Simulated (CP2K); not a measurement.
ZnO:

```
Zn O
1.0
     3.80716    0.00000    0.00000
    -2.72806    2.65559    0.00000
     0.00000    0.00000    2.83849
Zn O
1 1
Cartesian
  0.0000 0.0000 0.0000
  0.5395 1.3278 1.4192
```

The cell was built by a generator and needn't be a form met in nature.

Base run:

| Item | Value |
| --- | --- |
| Program | CP2K 2026.2 |
| Functional | PBE |
| Potentials or basis | POTENTIAL_UZH Zn GTH-PBE-q12, O GTH-PBE-q6; ccGRB-D basis |
| Density cutoff | 9524 eV |
| k mesh | 10 × 10 × 9 |
| Occupations | fermi-dirac, width 0.05 eV |
| Spin | no spin polarisation |

Its results: band gap on the k mesh none (metal or under the smearing width); pressure 3.1 GPa.

Q: The run is repeated on the same cell with these changes: potentials or basis from POTENTIAL_UZH Zn GTH-PBE-q12, O GTH-PBE-q6; ccGRB-D basis to POTENTIAL_UZH Zn GTH-PBE-q12, O GTH-PBE-q6; TZV2P-MOLOPT-PBE-GTH basis; basis sets from Zn ccGRB-D-q12, O ccGRB-D-q6 to Zn TZV2P-MOLOPT-PBE-GTH-q12, O TZV2P-MOLOPT-PBE-GTH-q6. What comes out?

A: Band gap on the k mesh none (metal or under the smearing width); pressure 0.9 GPa.

Caveats: the basis of atomic orbitals isn't converged, which shifts pressures, moduli and gaps.
